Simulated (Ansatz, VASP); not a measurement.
# MgB in VASP and in Ansatz

```
Mg B
1.0
     2.89515    0.00000    0.00000
     0.00000    2.89515    0.00000
     0.00000    0.00000    2.89515
Mg B
1 1
Cartesian
  -0.0151 0.0124 -0.0113
  1.4671 1.4059 1.4554
```

Change from the starting cell: atoms moved at random, drawn with an rms of 0.05 Å.

Alike in both runs: task single point; functional PBE; k mesh 9 × 9 × 9; occupations fermi-dirac, width 0.05 eV; no spin polarisation.

|  | VASP | Ansatz |
| --- | --- | --- |
| version | VASP 6.6.1 | Ansatz 0.2.0 |
| potentials or method | VASP PAW PBE potentials, release 64 (Mg, B) | Ansatz PAW |
| plane-wave cutoff (eV) | 520 | 420 |
| valence electrons in the cell | 5 | 13 |

VASP gave:

| Quantity | Value |
| --- | --- |
| gap on the k mesh at the Fermi level (eV) | none |
| pressure (GPa) | 0.1 |
| largest component of the traceless stress (GPa) | 0.19 |
| rms of the force components (eV/Å) | 0.161 |

Q: Estimate Ansatz's values.

A: gap on the k mesh at the Fermi level (eV): none; pressure (GPa): 0.3; largest component of the traceless stress (GPa): 0.19; rms of the force components (eV/Å): 0.160.

Atom by atom the forces differ by 0.001 eV/Å (rms over components). A gap of «none» marks a metal or a gap that the smearing closes. The two sets of potentials don't hold the same shells in valence.
